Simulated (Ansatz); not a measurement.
**A vibration from a frozen displacement in BN**

Theory: DFT PBE, scalar-relativistic, plane waves, PAW (Ansatz 0.2.0). Settings: plane waves to 420 eV, k-mesh 12×12×12 (Γ-centred), Gaussian smearing 0.05 eV. No spin polarisation. Energies are free energies at this smearing, counted from the undisturbed cell; pressure is positive in compression.

Reference structure (as given, not relaxed at this level; it stands at -0.4 GPa):

```yaml
crystal:
  lattice:
    - [0.00000, 1.81300, 1.81300]
    - [1.81300, 0.00000, 1.81300]
    - [1.81300, 1.81300, 0.00000]
  atoms:
    - { symbol: B, position: [0.00000, 0.00000, 0.00000] }
    - { symbol: N, position: [0.75000, 0.75000, 0.75000] }
```

Every B atom is moved by x along the Cartesian unit vector (0.707, 0.707, 0.000); the cell and all other atoms stay fixed. The cell's volume is 11.92 Å³; the moved atoms weigh 10.810 u together and the others 14.007 u. Some rows repeat others by symmetry and weren't run.

```csv
x (Å),ΔE (meV/cell),total force on the moved atoms along the move (eV/Å),pressure (GPa)
-0.2000,469.20,4.6716,11.2643
-0.1750,359.61,4.0951,8.5013
-0.1500,264.46,3.5164,6.1197
-0.1250,183.81,2.9351,4.1142
-0.1000,117.73,2.3514,2.4800
-0.0750,66.26,1.7656,1.2132
-0.0500,29.46,1.1780,0.3107
-0.0250,7.37,0.5893,-0.2300
0.0000,0.00,0.0000,-0.4101
0.0250,7.37,-0.5893,-0.2300
0.0500,29.46,-1.1780,0.3107
0.0750,66.26,-1.7656,1.2132
0.1000,117.73,-2.3514,2.4800
0.1250,183.81,-2.9351,4.1142
0.1500,264.46,-3.5164,6.1197
0.1750,359.61,-4.0951,8.5013
0.2000,469.20,-4.6716,11.2643
```

Question: What frequency belongs to this motion?

Answer: The force constant is k = −dF/dx = 23.572 eV/Å², from the parabola through x = -0.0250, 0 and 0.0250. In every cell the moved atoms swing against the rest, so the mass is μ = m₁m₂/(m₁ + m₂) = 6.101 u, and ν̃ = 521.5 cm⁻¹ × √(|k|/μ) = 1025 cm⁻¹. To first order in x, and within 1 %, the force on every atom lies along the move and, within each of the two groups, in proportion to the atom's mass, so this is itself a mode at the zone centre of this cell, taken without macroscopic field (the transverse frequency in a polar insulator).

Question: How far does the harmonic law reach?

Answer: At x = -0.200 Å, kx²/2 = 471.44 meV against the computed 469.20 meV (-0.5 %): the well is still close to harmonic there.

Question: The pressure changes with x². What does that say about the frequency under compression?

Answer: With E = k(V)x²/2, k ∝ V^(−2γ) and x scaling with the cell as V^(1/3), P − P0 = −∂E/∂V = (2γ − 2/3) ΔE/V. At x = 0.0500 Å, V(P − P0) = 11.92 × 0.72072 / 160.2 eV = 53.61 meV and ΔE = 29.46 meV, so γ = 1/3 + V(P − P0)/(2ΔE) = 1.24. This is the Grüneisen parameter of the motion under uniform scaling of the cell: shrinking the cell evenly by 1 % in volume raises the frequency by about 1.24 %.